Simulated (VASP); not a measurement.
## SnTe$_{2}$ (CdCl2 (3R octahedral) bulk): one LDA single-point calculation in two programs

```
CELL_PARAMETERS angstrom
2.08831 1.20569 6.29096
-2.08831 1.20569 6.29096
0.00000 -2.41137 6.29096
ATOMIC_POSITIONS crystal
Sn 0.00000 0.00000 0.00000
Te 0.24137 0.24137 0.24137
Te 0.75863 0.75863 0.75863
```

Datasets and cutoffs are each program's own. VASP's cell holds 26 valence electrons and Ansatz's 46. LDA means the Perdew–Zunger form with relativistic exchange in VASP and the Perdew–Wang form in Ansatz. Ansatz's stress includes a Pulay correction; VASP's doesn't.

Cutoffs: 520 eV in VASP, 420 eV in Ansatz. k meshes: 8×8×8 and 8×8×8.

```
                                                        VASP                             Ansatz
gap between bands v and c  -0.87 eV (bands overlap: a metal)  -0.86 eV (bands overlap: a metal)
         least direct gap                            0.03 eV                            0.03 eV
                 pressure                           -1.7 GPa                           -1.8 GPa
            largest force                          0.16 eV/Å                          0.15 eV/Å
```

Band v is the last that the valence electrons fill when counted band by band, and c is the next. Levels in eV from the top of v, Ansatz:

```tsv
point	v−1	v	c	c+1
Γ	-0.96	-0.48	-0.44	2.10
L	-2.60	-1.53	0.02	2.04
B1	-1.72	-1.48	0.41	2.53
B	-1.72	-1.48	0.41	2.53
Z	-0.51	-0.51	1.47	1.88
X	-2.06	-1.29	0.40	3.11
Q	-2.06	-1.29	0.40	3.11
F	-1.60	-0.54	-0.28	2.43
```

VASP:

```tsv
point	v−1	v	c	c+1
Γ	-0.97	-0.47	-0.43	2.08
L	-2.61	-1.54	0.01	2.02
B1	-1.72	-1.49	0.42	2.51
B	-1.72	-1.49	0.42	2.51
Z	-0.52	-0.52	1.46	1.87
X	-2.07	-1.29	0.41	3.09
Q	-2.07	-1.29	0.41	3.09
F	-1.60	-0.54	-0.28	2.41
```

Forces (eV/Å), VASP:

```csv
atom,Fx,Fy,Fz
Sn,0.000,0.000,0.000
Te,0.000,0.000,-0.159
Te,0.000,0.000,0.159
```

Ansatz:

```csv
atom,Fx,Fy,Fz
Sn,0.000,0.000,0.000
Te,0.000,0.000,-0.149
Te,0.000,0.000,0.149
```
